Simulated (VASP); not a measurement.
Here is a VASP 6.6.1 calculation.

The input INCAR:

```
SYSTEM = Ru
PREC     = Accurate       ! precision mode
ENCUT    = 600            ! plane-wave cutoff, eV
EDIFF    = 1E-7           ! SCF threshold, eV
ISMEAR   = -1             ! smearing method
SIGMA    = 0.05           ! smearing width, eV
LREAL    = .FALSE.        ! projectors in reciprocal space
LASPH    = .TRUE.         ! aspherical terms in the spheres
NELM     = 100            ! most SCF steps
ALGO     = Normal         ! electronic algorithm
ISIF     = 3              ! what is computed and relaxed
LWAVE    = .FALSE.        ! write WAVECAR
LCHARG   = .FALSE.        ! write CHGCAR
GGA      = BO             ! functional
LUSE_VDW = .TRUE.       
AGGAC    = 0.0          
PARAM1   = 0.1833333333 
PARAM2   = 0.22         
IBRION   = 2              ! ionic algorithm
NSW      = 40             ! ionic steps
EDIFFG   = -0.01          ! ionic threshold
```

File KPOINTS:

```
regular mesh
0
G
  11 11 6
  0 0 0
```

Contents of POSCAR:

```
Ru
1.0
    2.7058000000      0.0000000000      0.0000000000
   -1.3529000000      2.3432915376      0.0000000000
    0.0000000000      0.0000000000      4.2819000000
Ru
2
Direct
    0.6666666667      0.3333333333      0.7500000000
    0.3333333333      0.6666666667      0.2500000000
```

Potentials or basis: VASP PAW PBE potentials, release 64 (Ru_pv).

The run is started by

```sh
$ cat potpaw_PBE.64/Ru_pv/POTCAR > POTCAR
$ mpirun -np 1 vasp_std > vasp.out
```

**Question.** Predict the band gap on the k mesh.

**Answer.** None (metal or under the smearing width).

**Question.** Predict the space group after relaxing (to 0.05 Å).

**Answer.** P6_3/mmc (No. 194).

Final structure:
```
Ru
1.0
     2.72199    0.00000    0.00000
    -1.36100    2.35731    0.00000
     0.00000    0.00000    4.30189
Ru
2
Direct
  0.66667 0.33333 0.75000
  0.33333 0.66667 0.25000
```

 Zero-point motion and thermal expansion aren't in these numbers.
